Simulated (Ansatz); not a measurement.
## Light or heavy electrons for an n-channel?

Plane-wave DFT in Ansatz, PBE, scalar-relativistic PAW potentials, cutoff 420 eV, no spin-orbit coupling; no spin polarisation. Relaxed crystals whose conduction band edge is a single valley at Γ; masses by central differences along the Cartesian axes of the standard setting.

| crystal | gap (eV) | gap kind | m_x | m_y | m_z (mₑ) |
| --- | --- | --- | --- | --- | --- |
| InP (F-43m) | 0.44 | direct | 0.039 | 0.039 | 0.039 |
| Si₃N₄ (P6_3/m) | 4.25 | indirect | 1.46 | 1.46 | 0.218 |
| AlN (P6_3mc) | 4.03 | direct | 0.296 | 0.296 | 0.282 |
| Ga₂O₃ (C2/m) | 2.01 | indirect | 0.22 | 0.231 | 0.211 |

**Question.** Take a film 3 nm thick, normal along z, current along x, at 300 K. Work out the injection velocity, the density-of-states capacitance and the confinement shift.

**Answer.** For a non-degenerate gas v_T = √(2k_BT/πm_x) = 5.38×10⁶ cm/s ÷ √(m_x/mₑ); one valley with both spins has C_Q = e²√(m_x m_y)/πħ² = 66.9 μF/cm² × √(m_x m_y)/mₑ; hard walls lift the first subband by ħ²π²/(2m_z t²) = 376 meV nm² ÷ (t² m_z/mₑ).
```tsv
crystal	v_T (10⁷ cm/s)	C_Q (μF/cm²)	shift (meV)
InP (F-43m)	2.72	2.6	1071
Si₃N₄ (P6_3/m)	0.45	97.7	192
AlN (P6_3mc)	0.99	19.8	148
Ga₂O₃ (C2/m)	1.15	15.1	198
```

**Question.** With a gate oxide of 1 nm equivalent thickness (3.45 μF/cm²), which gives the most current per gate overdrive in the ballistic limit?

**Answer.** The gate capacitance is the series value C_G = 1/(1/C_ox + 1/C_Q), and the current goes as C_G v_T: InP (F-43m) 1.00, Ga₂O₃ (C2/m) 0.80, AlN (P6_3mc) 0.72, Si₃N₄ (P6_3/m) 0.37 (relative). For an isotropic mass C_G v_T peaks where C_Q = C_ox, at about 0.05 mₑ. The lightest mass wins here, since its C_Q of 2.6 μF/cm² costs less than its speed gains. C_Q is the degenerate value and v_T the non-degenerate one; at high drain bias only forward-going states fill, which halves C_Q, while degeneracy raises the velocity, so values within about 10 % of each other aren't ranked. Scattering and the charge centroid are left out, and so are side valleys, which confinement lifts less and can make the lowest. Members with gaps over 3 eV here are hard to dope and contact. Where the shift is over a third of the gap (InP (F-43m)) the band isn't parabolic that far up, so the true shift is smaller and the mass larger. Semilocal functionals give gaps too small and so, as a rule, masses too light.

Cost: about 14 core-minutes for the runs cited, on Arm Neoverse V1, Intel Xeon Processor @ 2.50GHz (Skylake/Cascade Lake), Arm Neoverse V2 and other processors (shared hosts).